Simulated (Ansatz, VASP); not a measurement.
# Hf: VASP beside Ansatz

Contents of INCAR:

```
SYSTEM = Hf
  PREC = Accurate
  ENCUT = 520
  EDIFF = 1E-6
  ISMEAR = -1
  SIGMA = 0.05
  LREAL = .FALSE.
  LASPH = .TRUE.
  NELM = 100
  ALGO = Normal
  ISIF = 2
  LWAVE = .FALSE.
  LCHARG = .TRUE.
  GGA = PE
  LELF = .TRUE.
  LVHAR = .TRUE.
  NBANDS = 11
```

The input KPOINTS:

```
Automatic mesh
0
G
  14 14 14
  0 0 0
```

The input POSCAR:

```
Hf
1.0
   -1.7508500000      1.7508500000      1.8050000000
    1.7508500000     -1.7508500000      1.8050000000
    1.7508500000      1.7508500000     -1.8050000000
Hf
1
Direct
    0.0000000000      0.0000000000      0.0000000000
```

Input for Ansatz:

```yaml
crystal:
  lattice:
    - [-1.75085, 1.75085, 1.805]
    - [1.75085, -1.75085, 1.805]
    - [1.75085, 1.75085, -1.805]
  atoms:
    - { symbol: Hf, position: [0.0, 0.0, 0.0] }
kpoints:
  mp_grid: { grid: [14, 14, 14] }
  band_path:
    path:
      - [0.0, 0.0, 0.0]
      - [0.0, 0.0, 0.5]
      - [0.25, 0.25, 0.25]
      - [0.0, 0.5, 0.0]
      - [0.0, 0.0, 0.0]
      - [0.5, 0.5, -0.5]
      - [0.485225, 0.514775, -0.485225]
      - [-0.485225, 0.485225, 0.485225]
      - [0.0, 0.0, 0.0]
    npoints: 5
scf:
  occupations: { method: fermi_dirac, width: 0.05 }
hamiltonian:
  xc: pbe
  pseudopotentials: { kind: all_electron, lapw: { basis_error: 0.0005 } }
output:
  forces: true
  stress: true
  eigenvalues: true
```

Change from the starting cell: equal xx and yy strain of -3 %.

Alike in both runs: task single point; functional PBE; k mesh 14 × 14 × 14; occupations fermi-dirac, width 0.05 eV; no spin polarisation.

|  | VASP | Ansatz |
| --- | --- | --- |
| version | VASP 6.6.1 | Ansatz 0.2.0 |
| potentials or method | VASP PAW PBE potentials, release 64 (Hf_pv) | all-electron LAPW, scalar-relativistic |
| plane-wave cutoff (eV) | 520 | see its input |

Ansatz gave:

* pressure (GPa): 0.8
* largest component of the traceless stress (GPa): 0.84

Q: Estimate VASP's values.

A: Pressure (GPa): 0.4; largest component of the traceless stress (GPa): 0.87.

Ansatz ran all-electron here, so the differences hold the error of VASP's frozen core and of both bases.

Spin-orbit coupling is left out, which matters for the levels of Hf.
